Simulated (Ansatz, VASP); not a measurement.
# V: VASP beside Ansatz

```
V
1.0
    -1.49400    1.49400    1.49400
     1.49400   -1.49400    1.49400
     1.49400    1.49400   -1.49400
V
1
Direct
  0.00000 0.00000 0.00000
```

Alike in both runs: functional r2SCAN; k mesh 26 × 26 × 26; occupations fermi-dirac, width 0.15 eV; no spin polarisation.

Ansatz relaxed the structure, and its values are those at the end. VASP's run is a single point on that final structure, the one shown.

|  | VASP | Ansatz |
| --- | --- | --- |
| version | VASP 6.6.1 | Ansatz 0.2.0 |
| potentials or method | VASP PAW PBE potentials, release 64 (V_sv) | scalar-relativistic, plane waves, PAW |
| plane-wave cutoff (eV) | 520 | 600 |
| valence electrons in the cell | 13 | 13 |

```tsv
	VASP	Ansatz	Ansatz less VASP
gap on the k mesh at the Fermi level (eV)	none	none	-
pressure (GPa)	0.3	0.0	-0.33
```

A gap of «none» marks a metal or a gap that the smearing closes. The functional is the same, so the differences come from potentials, cutoffs and numerics.

Caveats: the PAW data sets were made with another functional, which shifts forces and pressure a little (VASP).
